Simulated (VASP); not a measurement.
CuO (Tenorite):

```xyz
4
Lattice="2.3418 -1.7113 0.0000 2.3418 1.7113 0.0000 -0.8500 0.0000 5.0579" Properties=species:S:1:pos:R:3 pbc="T T T"
Cu    0.7459   -0.8557    2.5289
Cu    1.1709    0.8557    0.0000
O     1.7043    0.2793    3.7934
O     2.1293   -0.2793    1.2645
```

| Quantity | Value |
| --- | --- |
| Program | VASP 6.6.1 |
| Task | relaxation of cell and atoms |
| Functional | PBE |
| Potentials or basis | VASP PAW PBE potentials, release 64 (Cu, O) |
| Cutoff | 600 eV |
| k mesh | 10 × 10 × 5 |
| Occupations | fermi-dirac, width 0.05 eV |
| Spin | no spin polarisation |

At the start: pressure 6.3 GPa; volume 10.13 Å³/atom.

How do energy, volume and symmetry change on relaxing?

Over 47 steps the energy falls by 47.8 meV/atom and the volume is 11.20 Å³/atom (+10.5 %); space group Cccm (No. 66, to 0.05 Å).

The path:
| step | energy change (eV) | largest force (eV/Å) | pressure (GPa) | volume (Å³) |
| --- | --- | --- | --- | --- |
| 1 | 0.0000 | 0.2189 | 6.32 | 40.54 |
| 3 | -0.0344 | 0.2877 | -0.49 | 42.21 |
| 5 | -0.0762 | 0.0536 | 0.15 | 42.86 |
| 7 | -0.0797 | 0.0648 | 0.81 | 43.09 |
| 9 | -0.1189 | 0.0052 | -1.09 | 44.29 |
| 11 | -0.1534 | 0.0425 | -3.14 | 45.82 |
| 13 | -0.1706 | 0.0373 | 0.09 | 44.99 |
| 15 | -0.1783 | 0.0324 | -0.26 | 45.09 |
| 17 | -0.1827 | 0.0244 | 0.81 | 44.31 |
| 19 | -0.1871 | 0.0285 | 0.24 | 44.65 |
| 21 | -0.1875 | 0.0370 | -0.27 | 44.78 |
| 23 | -0.1877 | 0.0413 | -0.49 | 44.88 |
| 25 | -0.1887 | 0.0497 | -0.49 | 44.91 |
| 27 | -0.1901 | 0.0458 | 0.06 | 44.75 |
| 29 | -0.1901 | 0.0440 | 0.16 | 44.72 |
| 31 | -0.1903 | 0.0313 | 0.18 | 44.73 |
| 33 | -0.1906 | 0.0068 | -0.17 | 44.82 |
| 35 | -0.1907 | 0.0102 | -0.13 | 44.82 |
| 37 | -0.1907 | 0.0405 | 0.30 | 44.70 |
| 39 | -0.1909 | 0.0247 | 0.12 | 44.75 |
| 41 | -0.1911 | 0.0015 | 0.05 | 44.74 |
| 43 | -0.1912 | 0.0023 | -0.21 | 44.85 |
| 45 | -0.1913 | 0.0025 | -0.15 | 44.82 |
| 47 | -0.1913 | 0.0030 | -0.05 | 44.81 |

Final structure:
```
Cu O
1.0
     2.13192   -2.02744    0.16551
     2.13192    2.02744    0.16551
    -0.41613    0.00000    5.15140
Cu O
2 2
Direct
  0.50000 0.00000 0.50000
  0.00000 0.50000 0.00000
  0.49935 0.50065 0.75000
  0.50065 0.49935 0.25000
```

Caveat: the volume moved by +11 % from the deposited cell, more than functionals usually miss; the run has no spin polarisation, though such a crystal can be magnetic.
